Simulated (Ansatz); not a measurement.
# Ruthenium, fcc under revPBE: structure, energy and stiffness

The plan for ruthenium in the fcc structure: relax it, solve it on a dense k-mesh, then scale the cell to 7 volumes from 88 to 112 % of the relaxed one and try a fit of the equation of state. Spin polarisation is left out. The k-meshes are 14×14×14 for the relaxation; 23×23×23 for the dense run; 16×16×16 for the volumes.

This is Ru in the fcc structure; at room conditions it is hcp.

Method: DFT revPBE, plane waves (420 eV) with PAW, scalar-relativistic; PBE-made PAW files, in Ansatz 0.2.0.

## 1. The starting structure

The structure is cubic, space group Fm-3m (No. 225). The conventional cell has a = 3.785 Å, b = 3.785 Å, c = 3.785 Å, α = 90.00°, β = 90.00°, γ = 90.00°. Around Ru (site symmetry m-3m) lie 12 Ru at 2.68 Å.

Coordinates:

```
Ru
1.0
     0.00000    1.89243    1.89243
     1.89243    0.00000    1.89243
     1.89243    1.89243    0.00000
Ru
1
Direct
  0.00000 0.00000 0.00000
```

## 2. Relaxing cell and atoms

The input, input.yaml:

```yaml
crystal:
  lattice:
    - [0.0, 1.8924348942, 1.8924348942]
    - [1.8924348942, 0.0, 1.8924348942]
    - [1.8924348942, 1.8924348942, 0.0]
  atoms:
    - { symbol: Ru, position: [0.0, 0.0, 0.0] }
hamiltonian:
  xc: revpbe
  pseudopotentials:
    kind: paw
    azcp:
      Ru: "pseudopotentials/Ru.paw.azcp"
basis:
  ecutwfc: 420
  fft_grid_basis: typed
kpoints:
  mp_grid: { grid: [14, 14, 14], shift: [0, 0, 0] }
magnetization:
  spin_polarized: false
scf:
  occupations: { method: fermi_dirac, width: 0.1 }
relax:
  max_steps: 60
  f_tol: 0.01
  cell: {}
```

Log:

```text
Warning: RAYON_NUM_THREADS=2 ignored (pool sized by the plan → 2); use --threads N
Engine: ansatz 0.2.0, aarch64-unknown-linux-gnu
Pseudopotentials: kind: paw
Pseudopotential: Ru, paw, valence charge 16, recommended cutoff 420 eV (normal), <dir>
Functional definition: revPBE
  parameter kappa = 1.245
  parameter beta = 0.06672455060314922
  exchange = pbe_x(kappa = kappa, mu = beta*pi^2/3)
  correlation = pbe_c(beta = beta)
Crystal: 1 atoms, lattice volume = 13.555 Å³
Basis set: ecut = 420 eV, 283 PW (Γ), exchange–correlation on 36×36×36 points (8 copies of the dense FFT grid, shifted against one another)
Bands: 12, of which v1, the nominal top of the filled ones, is band 8 counted from 1 (7 counted from 0)
Symmetry: 48 space group operations
Space group: Fm-3m (ITA 225), of the structure as read, at distance tolerance 2.4e-5 Å
k-points: 104 of 2744
Non-local potential: Ru, projectors of the file, l = 0: 3, l = 1: 2, l = 2: 2, l = 3: 1
PAW form: soft (Blöchl's): semilocal exchange-correlation on the pseudo side does not see the compensation charge
PAW frozen core: Ru, regenerated for the run's functional, and the local potential with it (the file was generated under x = pbe(κ = 0.804, μ = 0.2195149727645171), c = pbe(β = 0.06672455060314922))
PAW one-centre angular grid: Ru, 590 points (default); XC on 64 Gauss nodes
Initial density: superposition of atomic densities (neutral atoms: chi_scale 0, normalization atom), corrected by the library's trained network
Initial wavefunctions: pseudopotential atomic-orbital guess
Functional: x = revpbe(κ = 1.245, μ = 0.2195149727645171), c = pbe(β = 0.06672455060314922)
SCF iter   1: F=—  HF=-5883.767180 eV  |F-HF|=—  |Δ(HF+E_count)|=         —  Δρ=8.37e-3  dr2=2.63e-3  ethr=1.77e-3  ⟨swp⟩=5.0  Hψ=7012  notcnv=0
preconditioner: auto → none  [metal: Δε(μ)=0.029 eV  Ē_g=11.634 eV  σ=0.100 eV  W_gap=0.07  n_scr=0 (ndim 8)  ℏωp=28.5 eV  f_vac=0.000  D(μ)=1.29/eV (n_scr^D=14)]
SCF iter   2: F=—  HF=-5883.766707 eV  |F-HF|=—  |Δ(HF+E_count)|=   4.73e-4  Δρ=3.95e-3  dr2=4.36e-4  ethr=1.64e-5  ⟨swp⟩=2.3  Hψ=2584  notcnv=0
SCF iter   3: F=—  HF=-5883.766787 eV  |F-HF|=—  |Δ(HF+E_count)|=   8.02e-5  Δρ=1.51e-3  dr2=7.46e-5  ethr=2.72e-6  ⟨swp⟩=2.8  Hψ=1940  notcnv=0
SCF iter   4: F=—  HF=-5883.766809 eV  |F-HF|=—  |Δ(HF+E_count)|=   2.15e-5  Δρ=1.02e-4  dr2=6.88e-7  ethr=4.66e-7  ⟨swp⟩=2.4  Hψ=1641  notcnv=0
iter 5 did not close the SCF: its close was put off for the readings that it lacked (scf_convergence_deferred on its scf_iter line)
SCF iter   5: F=-5883.766809 eV  HF=-5883.766809 eV  |F-HF|=8.79e-9  |Δ(HF+E_count)|=   3.08e-7  Δρ=1.58e-5  dr2=2.21e-8  ethr=4.30e-9  ⟨swp⟩=2.0  Hψ=2088  notcnv=0
SCF iter   6: F=-5883.766809 eV  HF=-5883.766809 eV  |F-HF|=2.27e-9  |Δ(HF+E_count)|=  5.46e-10  Δρ=6.49e-6  dr2=4.15e-9  ethr=1.38e-10  ⟨swp⟩=2.9  Hψ=3874  notcnv=0
SCF 1 converged in 6 iterations: F = -5883.766809 eV  dr2 = 4.15e-9
relax step   1: F+E_penalty+E_count = -5883.76680900 eV  Δ(F+E_penalty+E_count) = +0.000e0 eV  max|allowed force component| = 0.000e0 eV/Å  Δτ_max = 0.0000 Å  P = +10.141 GPa  Ω = 13.555 Å³  (6 SCF iters, dr2 threshold 1.00e-7 eV, accepted)
Crystal: 1 atoms, lattice volume = 14.419 Å³
Initial density: handed on by an earlier stage of this run
Initial wavefunctions: those handed on with the density
iter 1 solved again at ethr=1.76e-5 eV; its pass at ethr=3.10e-3 eV (dr2=2.82e-3 eV) is discarded
SCF iter   1: F=—  HF=-5883.769419 eV  |F-HF|=—  |Δ(HF+E_count)|=         —  Δρ=4.77e-3  dr2=2.86e-3  ethr=1.76e-5  ⟨swp⟩=2.0  Hψ=9000  notcnv=0
preconditioner: auto → none  [metal: Δε(μ)=0.013 eV  Ē_g=11.034 eV  σ=0.100 eV  W_gap=0.03  n_scr=0 (ndim 8)  ℏωp=27.7 eV  f_vac=0.000  D(μ)=1.40/eV (n_scr^D=14)]
SCF iter   2: F=—  HF=-5883.768944 eV  |F-HF|=—  |Δ(HF+E_count)|=   4.76e-4  Δρ=2.24e-3  dr2=2.65e-4  ethr=1.76e-5  ⟨swp⟩=2.2  Hψ=1744  notcnv=0
SCF iter   3: F=—  HF=-5883.768946 eV  |F-HF|=—  |Δ(HF+E_count)|=   2.38e-6  Δρ=9.46e-4  dr2=5.01e-5  ethr=1.66e-6  ⟨swp⟩=2.8  Hψ=2157  notcnv=0
SCF iter   4: F=—  HF=-5883.768968 eV  |F-HF|=—  |Δ(HF+E_count)|=   2.25e-5  Δρ=3.95e-4  dr2=8.31e-6  ethr=3.13e-7  ⟨swp⟩=1.0  Hψ=1248  notcnv=0
SCF iter   5: F=—  HF=-5883.768971 eV  |F-HF|=—  |Δ(HF+E_count)|=   3.03e-6  Δρ=7.97e-5  dr2=3.41e-7  ethr=5.19e-8  ⟨swp⟩=1.1  Hψ=1293  notcnv=0
SCF iter   6: F=-5883.768972 eV  HF=-5883.768972 eV  |F-HF|=1.85e-9  |Δ(HF+E_count)|=   1.59e-7  Δρ=7.83e-6  dr2=3.25e-9  ethr=6.25e-10  ⟨swp⟩=4.0  Hψ=4135  notcnv=0
SCF 2 converged in 6 iterations: F = -5883.768972 eV  dr2 = 3.25e-9
relax step   2: F+E_penalty+E_count = -5883.76897155 eV  Δ(F+E_penalty+E_count) = -2.163e-3 eV  max|allowed force component| = 0.000e0 eV/Å  Δτ_max = 0.0000 Å  P = -8.062 GPa  Ω = 14.419 Å³  energy of the carried Pulay correction = -4.876e-4 eV  (6 SCF iters, dr2 threshold 1.00e-7 eV, accepted)
Crystal: 1 atoms, lattice volume = 14.023 Å³
iter 1 solved again at ethr=4.50e-6 eV; its pass at ethr=3.10e-3 eV (dr2=7.20e-4 eV) is discarded
SCF iter   1: F=—  HF=-5883.780186 eV  |F-HF|=—  |Δ(HF+E_count)|=         —  Δρ=2.23e-3  dr2=6.10e-4  ethr=4.50e-6  ⟨swp⟩=2.0  Hψ=8665  notcnv=0
preconditioner: auto → none  [metal: Δε(μ)=0.026 eV  Ē_g=11.283 eV  σ=0.100 eV  W_gap=0.07  n_scr=0 (ndim 8)  ℏωp=28.0 eV  f_vac=0.000  D(μ)=1.34/eV (n_scr^D=14)]
SCF iter   2: F=—  HF=-5883.780068 eV  |F-HF|=—  |Δ(HF+E_count)|=   1.18e-4  Δρ=9.98e-4  dr2=4.99e-5  ethr=3.81e-6  ⟨swp⟩=2.2  Hψ=1767  notcnv=0
SCF iter   3: F=—  HF=-5883.780068 eV  |F-HF|=—  |Δ(HF+E_count)|=   3.22e-7  Δρ=4.27e-4  dr2=9.53e-6  ethr=3.12e-7  ⟨swp⟩=2.8  Hψ=2149  notcnv=0
SCF iter   4: F=—  HF=-5883.780071 eV  |F-HF|=—  |Δ(HF+E_count)|=   2.95e-6  Δρ=1.57e-4  dr2=1.22e-6  ethr=5.95e-8  ⟨swp⟩=1.0  Hψ=1248  notcnv=0
SCF iter   5: F=-5883.780072 eV  HF=-5883.780072 eV  |F-HF|=1.46e-8  |Δ(HF+E_count)|=   4.40e-7  Δρ=2.73e-5  dr2=3.70e-8  ethr=6.25e-10  ⟨swp⟩=3.0  Hψ=4598  notcnv=0
SCF 3 converged in 5 iterations: F = -5883.780072 eV  dr2 = 3.70e-8
relax step   3: F+E_penalty+E_count = -5883.78007167 eV  Δ(F+E_penalty+E_count) = -1.110e-2 eV  max|allowed force component| = 0.000e0 eV/Å  Δτ_max = 0.0000 Å  P = -0.533 GPa  Ω = 14.023 Å³  energy of the carried Pulay correction = -2.680e-4 eV  (5 SCF iters, dr2 threshold 1.00e-7 eV, accepted)
Crystal: 1 atoms, lattice volume = 13.996 Å³
iter 1 solved again at ethr=1.87e-8 eV; its pass at ethr=3.10e-3 eV (dr2=2.99e-6 eV) is discarded
SCF iter   1: F=—  HF=-5883.780128 eV  |F-HF|=—  |Δ(HF+E_count)|=         —  Δρ=1.70e-4  dr2=3.17e-6  ethr=1.87e-8  ⟨swp⟩=2.0  Hψ=8235  notcnv=0
preconditioner: auto → none  [metal: Δε(μ)=0.027 eV  Ē_g=11.304 eV  σ=0.100 eV  W_gap=0.07  n_scr=0 (ndim 8)  ℏωp=28.1 eV  f_vac=0.000  D(μ)=1.34/eV (n_scr^D=14)]
SCF iter   2: F=—  HF=-5883.780130 eV  |F-HF|=—  |Δ(HF+E_count)|=   1.52e-6  Δρ=8.30e-5  dr2=3.27e-7  ethr=1.87e-8  ⟨swp⟩=2.3  Hψ=1773  notcnv=0
SCF iter   3: F=-5883.780130 eV  HF=-5883.780130 eV  |F-HF|=2.07e-8  |Δ(HF+E_count)|=   3.10e-8  Δρ=3.36e-5  dr2=6.27e-8  ethr=6.25e-10  ⟨swp⟩=4.0  Hψ=4060  notcnv=0
SCF 4 converged in 3 iterations: F = -5883.780130 eV  dr2 = 6.27e-8
relax step   4: F+E_penalty+E_count = -5883.78012982 eV  Δ(F+E_penalty+E_count) = -5.814e-5 eV  max|allowed force component| = 0.000e0 eV/Å  Δτ_max = 0.0000 Å  P = +0.032 GPa  Ω = 13.996 Å³  energy of the carried Pulay correction = -2.527e-4 eV  (3 SCF iters, dr2 threshold 1.00e-7 eV, accepted)
Basis set: ecut = 420 eV, 283 PW (Γ), exchange–correlation on 40×40×40 points (8 copies of the dense FFT grid, shifted against one another)
Initial wavefunctions: pseudopotential atomic-orbital guess (no wavefunctions were taken with the density)
iter 1 solved again at ethr=1.46e-7 eV; its pass at ethr=3.10e-3 eV (dr2=2.33e-5 eV) is discarded
SCF iter   1: F=—  HF=-5883.780346 eV  |F-HF|=—  |Δ(HF+E_count)|=         —  Δρ=1.07e-4  dr2=2.69e-7  ethr=1.46e-7  ⟨swp⟩=3.1  Hψ=10499  notcnv=0
SCF iter   2: F=—  HF=-5883.780346 eV  |F-HF|=—  |Δ(HF+E_count)|=   5.44e-7  Δρ=5.29e-5  dr2=5.42e-8  ethr=1.68e-9  ⟨swp⟩=2.8  Hψ=2066  notcnv=0
SCF iter   3: F=—  HF=-5883.780346 eV  |F-HF|=—  |Δ(HF+E_count)|=   5.60e-8  Δρ=1.42e-5  dr2=1.08e-8  ethr=3.39e-10  ⟨swp⟩=2.4  Hψ=1646  notcnv=0
SCF iter   4: F=—  HF=-5883.780346 eV  |F-HF|=—  |Δ(HF+E_count)|=   2.18e-9  Δρ=1.71e-6  dr2=1.32e-10  ethr=6.75e-11  ⟨swp⟩=2.8  Hψ=2116  notcnv=0
SCF iter   5: F=-5883.780346 eV  HF=-5883.780346 eV  |F-HF|=9.09e-13  |Δ(HF+E_count)|=  1.91e-11  Δρ=3.05e-8  dr2=6.03e-14  ethr=1.00e-12  ⟨swp⟩=4.0  Hψ=5381  notcnv=0
SCF 5 converged in 5 iterations: F = -5883.780346 eV  dr2 = 6.03e-14
relax step   5: F+E_penalty+E_count = -5883.78034570 eV  Δ(F+E_penalty+E_count) = -2.159e-4 eV  max|allowed force component| = 0.000e0 eV/Å  Δτ_max = 0.0000 Å  P = +0.006 GPa  Ω = 13.996 Å³  stress off target by 6.29e-3 GPa  SCF on the basis re-selected at this cell (its energy is not comparable with the rows above)  (5 SCF iters)
basis re-selected at this cell: Δ(F+E_penalty+E_count) = -2.159e-4 eV, ΔP = -0.026 GPa vs the last step (what re-selecting the basis moved, of the pressure what is left beyond the Pulay correction that the steps carried, after the strain that the cell walked since its last selection, with what the two solves' SCF thresholds leave and, on support functions, any second-order correction that the steps lacked; it is no measure of the basis error at this ecutwfc). The dense FFT grid was sized anew with the basis: this SCF ran on 20×20×20 points, the steps before it on 18×18×18, so part of this shift can come from that change (see relax.cell in the input reference). This SCF's stress stands 6.29e-3 GPa from its target on what of the cell is left free (relax.cell.stress_tol is 5.00e-2 GPa) and its largest allowed force component is 0.00e0 eV/Å (relax.f_tol is 1.00e-2 eV/Å): within both
SCF converged after 5 iterations
Free energy (F): -5883.780346 eV
Harris-Foulkes:  -5883.780346 eV  (|F-HF|=9.09e-13)
Internal energy: -5883.737684 eV  (E = F + TS)
E sigma→0 (E₀):  -5883.759015 eV
Entropy (-TS):   -0.042661 eV (-42.661 meV/atom)
Fermi energy:    22.611952 eV
--- Per-component energies (eV) ---
  E_band       = -64.140321
  E_kinetic    = 513.441064
  E_local      = -1288.619431  (includes V_loc(G=0)·N_el)
  E_nonlocal   = 342.467687
  E_hartree    = 414.256727
  E_xc         = -190.385209
  E_vxc        = -238.804989  (∫ρ·V_xc dr)
  E_paw        = -3465.797448  (= ΣΔE_a)
  E_vpaw       = -221.137934  (= ΣTr[D̂ρ^β])
  E_aug_tail   = -0.000176  (compensation charges beyond the density's cutoff)
  E_ewald      = -2209.028811
  E_core_change = -0.072087  (= ΣΔE_core)
  E_smearing   = -0.042661  (= −TS)
  E_closure    = 0.000000  (closes the sum)
  Σ components = -5883.780346   (vs F -5883.780346, Δ=0.00e0)
--- Forces (eV/Å), atoms counted from 1 ---
  atom   1  Ru     0.00000000     0.00000000    -0.00000000
  max |Σ_I F_I| component: 4.11e-32 eV/Å
--- Stress (GPa, compression-positive) ---
        0.006286       0.000000      -0.000000
        0.000000       0.006286      -0.000000
       -0.000000      -0.000000       0.006286
  P = ⅓ Tr σ = 0.0063 GPa (0.063 kbar)
--- Relaxed structure (4 steps of the walk, 4 accepted, 1 SCFs on fresh bases) ---
  F+E_penalty+E_count = -5883.78034570 eV   max|allowed force component| = 0.000e0 eV/Å   (the final SCF, on the basis selected at the relaxed cell)
  cell:  # Å, volume = 13.9959 Å³
    - [-9.426438260856841e-34, 1.9127432107871682, 1.9127432107871687]
    - [1.9127432107871682, -7.0061365452314365e-34, 1.9127432107871687]
    - [1.9127432107871682, 1.9127432107871682, -3.4393761222045238e-34]
  atoms:
    - { symbol: Ru, position: [0.0, 0.0, 0.0] }
```

Wall time 3 s (2 threads of Arm Neoverse V1, shared host); peak memory 0.27 GiB.

The walk, from the log:

```
step  energy change (meV/atom)  largest force (eV/Å)  pressure (GPa)  volume (Å³/atom)
   1                      0.00                0.0000           10.14            13.555
   2                     -2.16                0.0000           -8.06            14.419
   3                    -13.26                0.0000           -0.53            14.023
   4                    -13.32                0.0000            0.03            13.996
   5                    -13.54                0.0000            0.01            13.996
```

Steps that repeat a cell are solved on a basis chosen anew, so their changes of energy are no gain of the relaxation.

The cell of the run, before and after:

|  | before | after | change |
| --- | --- | --- | --- |
| a (Å) | 2.676 | 2.705 | +1.1 % |
| b (Å) | 2.676 | 2.705 | +1.1 % |
| c (Å) | 2.676 | 2.705 | +1.1 % |
| volume (Å³/atom) | 13.555 | 13.996 | +3.3 % |
| shortest distance (Å) | 2.676 | 2.705 | +1.1 % |
| space group (spins left aside) | Fm-3m | Fm-3m | same |

## 3. Dense single point

The input, input.yaml:

```yaml
crystal:
  lattice:
    - [0.0, 1.9127432108, 1.9127432108]
    - [1.9127432108, 0.0, 1.9127432108]
    - [1.9127432108, 1.9127432108, 0.0]
  atoms:
    - { symbol: Ru, position: [0.0, 0.0, 0.0] }
hamiltonian:
  xc: revpbe
  pseudopotentials:
    kind: paw
    azcp:
      Ru: "pseudopotentials/Ru.paw.azcp"
basis:
  ecutwfc: 420
  fft_grid_basis: typed
kpoints:
  mp_grid: { grid: [23, 23, 23], shift: [0, 0, 0] }
magnetization:
  spin_polarized: false
scf:
  occupations: { method: fermi_dirac, width: 0.1 }
```

Log, cut to the lines that bear on the results:

```text
Warning: RAYON_NUM_THREADS=2 ignored (pool sized by the plan → 2); use --threads N
[...]
Pseudopotentials: kind: paw
Pseudopotential: Ru, paw, valence charge 16, recommended cutoff 420 eV (normal), <dir>
Functional definition: revPBE
[...]
Crystal: 1 atoms, lattice volume = 13.996 Å³
Basis set: ecut = 420 eV, 283 PW (Γ)
Bands: 12, of which v1, the nominal top of the filled ones, is band 8 counted from 1 (7 counted from 0)
Symmetry: 48 space group operations
Space group: Fm-3m (ITA 225), of the structure as read, at distance tolerance 2.4e-5 Å
k-points: 364 of 12167
[...]
SCF iter   1: F=—  HF=-5883.783743 eV  |F-HF|=—  |Δ(HF+E_count)|=         —  Δρ=6.88e-3  dr2=2.27e-3  ethr=1.77e-3  ⟨swp⟩=5.0  Hψ=24492  notcnv=0
[...]
SCF iter   6: F=-5883.783493 eV  HF=-5883.783493 eV  |F-HF|=3.34e-9  |Δ(HF+E_count)|=   2.44e-9  Δρ=6.92e-6  dr2=5.48e-9  ethr=2.45e-10  ⟨swp⟩=1.0  Hψ=12314  notcnv=0
[...]
SCF converged after 6 iterations
Free energy (F): -5883.783493 eV
[...]
E sigma→0 (E₀):  -5883.764795 eV
Entropy (-TS):   -0.037397 eV (-37.397 meV/atom)
Fermi energy:    22.641759 eV
[...]
```

Run time: 1.9 s. Hardware: 2 threads of Arm Neoverse V1, shared host; peak memory 0.31 GiB.

## 4. At 88 % of the relaxed volume

The input, input.yaml:

```yaml
crystal:
  lattice:
    - [0.0, 1.8329511603, 1.8329511603]
    - [1.8329511603, 0.0, 1.8329511603]
    - [1.8329511603, 1.8329511603, 0.0]
  atoms:
    - { symbol: Ru, position: [0.0, 0.0, 0.0] }
hamiltonian:
  xc: revpbe
  pseudopotentials:
    kind: paw
    azcp:
      Ru: "pseudopotentials/Ru.paw.azcp"
basis:
  ecutwfc: 420
  fft_grid_basis: typed
kpoints:
  mp_grid: { grid: [16, 16, 16], shift: [0, 0, 0] }
magnetization:
  spin_polarized: false
scf:
  occupations: { method: fermi_dirac, width: 0.1 }
  lower_state_search: "off"
output:
  stress: true
```

Log, cut to the lines that bear on the results:

```text
Warning: RAYON_NUM_THREADS=2 ignored (pool sized by the plan → 2); use --threads N
[...]
Pseudopotentials: kind: paw
Pseudopotential: Ru, paw, valence charge 16, recommended cutoff 420 eV (normal), <dir>
Functional definition: revPBE
[...]
Crystal: 1 atoms, lattice volume = 12.316 Å³
Basis set: ecut = 420 eV, 259 PW (Γ)
Bands: 12, of which v1, the nominal top of the filled ones, is band 8 counted from 1 (7 counted from 0)
Symmetry: 48 space group operations
Space group: Fm-3m (ITA 225), of the structure as read, at distance tolerance 2.3e-5 Å
k-points: 145 of 4096
[...]
SCF iter   1: F=—  HF=-5883.548730 eV  |F-HF|=—  |Δ(HF+E_count)|=         —  Δρ=5.44e-3  dr2=6.87e-4  ethr=1.77e-3  ⟨swp⟩=5.0  Hψ=9753  notcnv=0
[...]
SCF iter   6: F=-5883.548080 eV  HF=-5883.548080 eV  |F-HF|=1.87e-8  |Δ(HF+E_count)|=   6.38e-8  Δρ=1.60e-5  dr2=2.76e-8  ethr=6.25e-10  ⟨swp⟩=3.9  Hψ=5041  notcnv=0
[...]
SCF converged after 6 iterations
Free energy (F): -5883.548080 eV
[...]
E sigma→0 (E₀):  -5883.532419 eV
Entropy (-TS):   -0.031322 eV (-31.322 meV/atom)
Fermi energy:    26.464198 eV
[...]
--- Stress (GPa, compression-positive) ---
       50.812506      -0.000000       0.000000
       -0.000000      50.812506       0.000000
        0.000000       0.000000      50.812506
  P = ⅓ Tr σ = 50.8125 GPa (508.125 kbar)
```

Wall time 0.94 s (2 threads of Arm Neoverse V1, shared host); peak memory 0.27 GiB.

## 5. At 92 % of the relaxed volume

Changes to input.yaml since step 4:

```diff
@@ -2,5 +2,5 @@
   lattice:
-    - [0.0, 1.8329511603, 1.8329511603]
-    - [1.8329511603, 0.0, 1.8329511603]
-    - [1.8329511603, 1.8329511603, 0.0]
+    - [0.0, 1.8603126742, 1.8603126742]
+    - [1.8603126742, 0.0, 1.8603126742]
+    - [1.8603126742, 1.8603126742, 0.0]
   atoms:
```

Log, cut to the lines that bear on the results:

```text
Warning: RAYON_NUM_THREADS=2 ignored (pool sized by the plan → 2); use --threads N
[...]
Pseudopotentials: kind: paw
Pseudopotential: Ru, paw, valence charge 16, recommended cutoff 420 eV (normal), <dir>
Functional definition: revPBE
[...]
Crystal: 1 atoms, lattice volume = 12.876 Å³
Basis set: ecut = 420 eV, 259 PW (Γ)
Bands: 12, of which v1, the nominal top of the filled ones, is band 8 counted from 1 (7 counted from 0)
Symmetry: 48 space group operations
Space group: Fm-3m (ITA 225), of the structure as read, at distance tolerance 2.3e-5 Å
k-points: 145 of 4096
[...]
SCF iter   1: F=—  HF=-5883.687801 eV  |F-HF|=—  |Δ(HF+E_count)|=         —  Δρ=5.86e-3  dr2=1.16e-3  ethr=1.77e-3  ⟨swp⟩=5.0  Hψ=9768  notcnv=0
[...]
SCF iter   6: F=-5883.687415 eV  HF=-5883.687415 eV  |F-HF|=1.60e-9  |Δ(HF+E_count)|=   1.18e-8  Δρ=4.69e-6  dr2=2.43e-9  ethr=2.54e-10  ⟨swp⟩=1.6  Hψ=5308  notcnv=0
[...]
SCF converged after 6 iterations
Free energy (F): -5883.687415 eV
[...]
E sigma→0 (E₀):  -5883.670702 eV
Entropy (-TS):   -0.033426 eV (-33.426 meV/atom)
Fermi energy:    25.087563 eV
[...]
--- Stress (GPa, compression-positive) ---
       29.758995       0.000000       0.000000
        0.000000      29.758995       0.000000
        0.000000      -0.000000      29.758995
  P = ⅓ Tr σ = 29.7590 GPa (297.590 kbar)
```

Wall time 0.98 s (2 threads of Arm Neoverse V1, shared host); peak memory 0.27 GiB.

[end of part 1 of 2]
